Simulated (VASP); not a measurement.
# Mo (Im-3m) in VASP: settings compared, part 2 of 2

VASP 6.6.1.

## Step 4: Single point, LDA

INCAR reads:

```
SYSTEM = Mo
PREC = Accurate
ENCUT = 520
EDIFF = 1E-6
ISMEAR = -1
SIGMA = 0.1
LREAL = .FALSE.
LASPH = .TRUE.
NELM = 80
ALGO = Normal
ISIF = 2
LWAVE = .FALSE.
LCHARG = .TRUE.
GGA = CA
LELF = .TRUE.
LVHAR = .TRUE.
```

KPOINTS reads:

```
Automatic mesh
0
G
  36 36 36
  0 0 0
```

POSCAR reads:

```
Mo
1.0
   -1.5735000000      1.5735000000      1.5735000000
    1.5735000000     -1.5735000000      1.5735000000
    1.5735000000      1.5735000000     -1.5735000000
Mo
1
Direct
    0.0000000000      0.0000000000      0.0000000000
```

Potentials or basis: VASP PAW LDA potentials, release 64 (Mo_sv).

Launch:

```console
cat potpaw_LDA.64/Mo_sv/POTCAR > POTCAR
mpirun -np 1 vasp_std > vasp.out
```

OUTCAR:

```text
SYSTEM = Mo
   PREC = Accurate
   ENCUT = 520
   EDIFF = 1E-6
   ISMEAR = -1
   LREAL = .FALSE.
   LASPH = .TRUE.
   NELM = 80
   ISIF = 2
   GGA = CA

 ion  position               nearest neighbor table
   1  0.000  0.000  0.000-

  LATTYP: Found a body centered cubic cell.
 ALAT       =     3.1470000000

  Lattice vectors:

 A1 = (  -1.5735000000,   1.5735000000,   1.5735000000)
 A2 = (   1.5735000000,  -1.5735000000,   1.5735000000)
 A3 = (   1.5735000000,   1.5735000000,  -1.5735000000)

Analysis of symmetry for initial positions (statically):
=====================================================================
 Subroutine PRICEL returns:
 Original cell was already a primitive cell.

 Routine SETGRP: Setting up the symmetry group for a
 body centered cubic supercell.

 Subroutine GETGRP returns: Found 48 space group operations
 (whereof 48 operations were pure point group operations)
 out of a pool of 48 trial point group operations.

The static configuration has the point symmetry O_h .

Analysis of symmetry for dynamics (positions and initial velocities):
=====================================================================
 Subroutine PRICEL returns:
 Original cell was already a primitive cell.

 Routine SETGRP: Setting up the symmetry group for a
 body centered cubic supercell.

 Subroutine GETGRP returns: Found 48 space group operations
 (whereof 48 operations were pure point group operations)
 out of a pool of 48 trial point group operations.

The dynamic configuration has the point symmetry O_h .

 Subroutine INISYM returns: Found 48 space group operations
 (whereof 48 operations are pure point group operations),
 and found     1 'primitive' translations

----------------------------------------------------------------------------------------

                                     Primitive cell
[... 112 lines left out ...]
  Thomas-Fermi vector in A             =   2.680007
   LORBIT       =      0    0 simple, 1 ext, 2 COOP (PROOUT), +10 PAW based schemes
   GGA     = CA    functional components
   LHFCALC =     F    Hartree Fock is set to
   AEXX    =    0.0000 exact exchange contribution
   IVDW    =     0    specifies the selected vdW correction
   LEPSILON=     F    determine dielectric tensor
   LRPA    =     F    only Hartree local field effects (RPA)
 non-spin polarized calculation
  energy-cutoff  :      520.00
  volume of cell :       15.58
 maximum number of plane-waves:       432
   NGX = 11   NGY = 11   NGZ = 11

 number of electron      14.0000001 magnetization

 Free energy of the ion-electron system (eV)
  ---------------------------------------------------
  ext. energy  EPLUGINS =         0.00000000
  ---------------------------------------------------
  free energy    TOTEN  =       -12.12904805 eV

  energy without entropy =      -12.10727171  energy(sigma->0) =      -12.11815988

 E-fermi :  12.5190     XC(G=0): -13.6207

 val. band max:       12.5187267678   @ k =  -0.3333   0.3333   0.2500
 cond. band min:      12.5193083401   @ k =  -0.3056   0.3333   0.2500
 fundamental gap:      0.0005815723
 Fermi energy:        12.5189754042

 k-point     1 :       0.0000    0.0000    0.0000
  band No.  band energies     occupation
      1     -48.4186      2.00000
      2     -21.8520      2.00000
      3     -21.8520      2.00000
      4     -21.8520      2.00000
      5       5.2772      2.00000
      6      11.1353      2.00000
      7      11.1353      2.00000
      8      11.1353      2.00000
      9      14.1470      0.00000
     10      14.1470      0.00000
     11      27.3467      0.00000
[... 309 lines left out ...]
 k-point    24 :       0.1389    0.0278    0.0000
  band No.  band energies     occupation
      1     -48.3597      2.00000
      2     -22.1832      2.00000
      3     -21.9508      2.00000
      4     -21.8588      2.00000
      5       6.2566      2.00000
      6      10.6144      2.00000
      7      10.9568      2.00000
      8      12.1309      1.95956
      9      13.5839      0.00005
     10      14.2003      0.00000
     11      27.9031      0.00000

 [... further k-points ...]

------------------------ aborting loop because EDIFF is reached ----------------------------------------

  FORCE on cell =-STRESS in cart. coord.  units (eV):
  Direction    XX          YY          ZZ          XY          YZ          ZX
  --------------------------------------------------------------------------------------
  -------------------------------------------------------------------------------------
  Total       -0.7914523     -0.7914523     -0.7914523      0.0000000      0.0000000      0.0000000
  in kB      -81.3720195    -81.3720195    -81.3720195      0.0000000      0.0000000      0.0000000
  external PRESSURE =     -81.3720195 kB  Pullay stress =       0.0000000 kB

 VOLUME and BASIS-vectors are now :
 -----------------------------------------------------------------------------
  energy-cutoff  :      520.00
  volume of cell :       15.58
      direct lattice vectors                 reciprocal lattice vectors
    -1.573500000  1.573500000  1.573500000     0.000000000  0.317762949  0.317762949
     1.573500000 -1.573500000  1.573500000     0.317762949  0.000000000  0.317762949
     1.573500000  1.573500000 -1.573500000     0.317762949  0.317762949  0.000000000

 POSITION                                       TOTAL-FORCE (eV/Angst)
 -----------------------------------------------------------------------------------
      0.00000      0.00000      0.00000         0.000000      0.000000     -0.000000
 -----------------------------------------------------------------------------------
    total drift:                                0.000000     -0.000000      0.000000

  FREE ENERGIE OF THE ION-ELECTRON SYSTEM (eV)
  ---------------------------------------------------
  free  energy   TOTEN  =       -12.1290480499 eV

  energy  without entropy=      -12.1072717138  energy(sigma->0) =      -12.11815988
```

OSZICAR:

```text
N       E                     dE             d eps       ncg     rms          rms(c)
DAV:   1     0.951280255275E+02    0.95128E+02   -0.81709E+03 27411   0.131E+03
DAV:   2    -0.114417797934E+02   -0.10657E+03   -0.10302E+03 28912   0.354E+02
DAV:   3    -0.128701815171E+02   -0.14284E+01   -0.14139E+01 31266   0.422E+01
DAV:   4    -0.128742509891E+02   -0.40695E-02   -0.40690E-02 30028   0.256E+00
DAV:   5    -0.128742736945E+02   -0.22705E-04   -0.22704E-04 31566   0.191E-01    0.157E+01
DAV:   6    -0.122276582010E+02    0.64662E+00   -0.11194E+00 29644   0.131E+01    0.387E+00
DAV:   7    -0.121358839303E+02    0.91774E-01   -0.20508E-01 32024   0.510E+00    0.993E-01
DAV:   8    -0.121290948959E+02    0.67890E-02   -0.52830E-03 28738   0.102E+00    0.217E-01
DAV:   9    -0.121290368911E+02    0.58005E-04   -0.16214E-04 35103   0.171E-01    0.797E-02
DAV:  10    -0.121290480553E+02   -0.11164E-04   -0.93057E-06 29787   0.395E-02    0.239E-03
DAV:  11    -0.121290480499E+02    0.53949E-08   -0.87230E-08 18026   0.334E-03
   1 F= -.12129048E+02 E0= -.12118160E+02  d E =-.217763E-01
```

stdout:

```text
POSCAR found type information on POSCAR Mo
 POSCAR found :  1 types and       1 ions
 scaLAPACK will be used
 LDA part: xc-table for (Slater(with rela. corr.)+CA(PZ))
 , standard interpolation
 POSCAR, INCAR and KPOINTS ok, starting setup
 FFT: planning ... GRIDC
 FFT: planning ... GRID_SOFT
 FFT: planning ... GRID
 WAVECAR not read
 entering main loop
```

Wall time 54 s (1 thread of Intel Xeon 6975P-C (Granite Rapids), shared host); peak memory 0.3 GiB.

Results:

| Quantity | Value |
| --- | --- |
| Free energy | -12.1290 eV |
| Pressure | -8.1 GPa |
| Band gap on the k mesh | none (metal or under the smearing width) |

## Step 5: Summary

| level | potentials or basis | k mesh | gap on the mesh (eV) | pressure (GPa) |
| --- | --- | --- | --- | --- |
| PBE | VASP PAW PBE potentials, release 64 (Mo_sv) | 24 × 24 × 24 | none | 4.1 |
| PBE | VASP PAW PBE potentials, release 64 (Mo_sv) | 36 × 36 × 36 | none | 4.1 |
| LDA | VASP PAW LDA potentials, release 64 (Mo_sv) | 36 × 36 × 36 | none | -8.1 |

Alike in all rows: task single point; no spin polarisation; cell as given; cutoff (eV) 520; smearing fermi-dirac 0.1 eV.

Absolute energies hang on the potentials; compare differences alone.
